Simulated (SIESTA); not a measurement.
Crystal: PtSe2 (Sudovikovite).

```
Pt Se
1.0
     3.72400    0.00000    0.00000
    -1.86200    3.22508    0.00000
     0.00000    0.00000    5.06200
Pt Se
1 2
Direct
  0.00000 0.00000 0.00000
  0.66667 0.33333 0.75000
  0.33333 0.66667 0.25000
```

Base run:

* Program: SIESTA 5.4.2
* Functional: vdW-DF-cx
* Potentials or basis: PseudoDojo 0.4 standard (PBE files)
* Basis: DZP (energy shift 0.003 Ry; two zetas on semicore shells)
* Grid cutoff: 800 Ry
* Energy shift: 0.003 Ry
* k mesh: 8 × 8 × 5
* Occupations: fermi-dirac, width 0.05 eV
* Spin: no spin polarisation

Its results: band gap on the k mesh none (metal or under the smearing width); pressure 8.2 GPa; largest force 1.134 eV/Å.

**Question.** The run is repeated on the same cell with these changes: functional from vdW-DF-cx to BLYP. What comes out?

**Answer.** Band gap on the k mesh none (metal or under the smearing width); pressure 18.6 GPa; largest force 1.529 eV/Å.

Caveats: short orbitals over semicore shells can move pressures by several GPa; the potentials were made for another functional, which shifts forces and pressure; spin-orbit coupling is left out, which moves the levels of the heavy elements; the basis of atomic orbitals isn't converged, which shifts pressures, moduli and gaps.
